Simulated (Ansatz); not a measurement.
Consider the substitution at a C–C bond: `CCCCC(=O)CC` + H–F → `CCCCF` + `CCC=O`.

Calculated with Ansatz (gas phase, PBE0-D4/def2-TZVP geometries, no zero-point term in ΔE). CBS: MP2 limit from def2 TZ/QZ plus the TZ coupled-cluster correction, frozen cores. This one scheme is used for every species. DFT in def2-TZVPP. One conformer a species, not always the lowest.

```
             level  ΔE (kJ/mol)
            PBE-D4         57.1
           BLYP-D4         50.8
      CAM-B3LYP-D4         51.0
            revPBE         39.1
           r2SCANh         53.5
SCS-MP2/def2-TZVPP         63.9
     HF/def2-QZVPP         32.0
      HF/CBS(def2)         32.0
```

What does CCSD(T)/CBS give? (Best estimate.)

Computed: +69.5 kJ/mol. The listed levels differ from it by -12.4, -18.7, -18.5, -30.4, -16.0, -5.6, -37.5, -37.5 kJ/mol.

Largest T1 diagnostic among the species: 0.013.

At CCSD(T), def2-SVP lies −16.8 kJ/mol from the extrapolated value and def2-TZVPP −4.3 kJ/mol. In def2-TZVPP, CCSD(T) changes the Hartree–Fock value by +33.5 kJ/mol (the triples alone add +4.4 kJ/mol) and MP2 by +45.1 kJ/mol.

CCSD(T)/CBS has its own doubt, a few kJ/mol and more with outer-core shells, so smaller differences from it don't rank the levels.
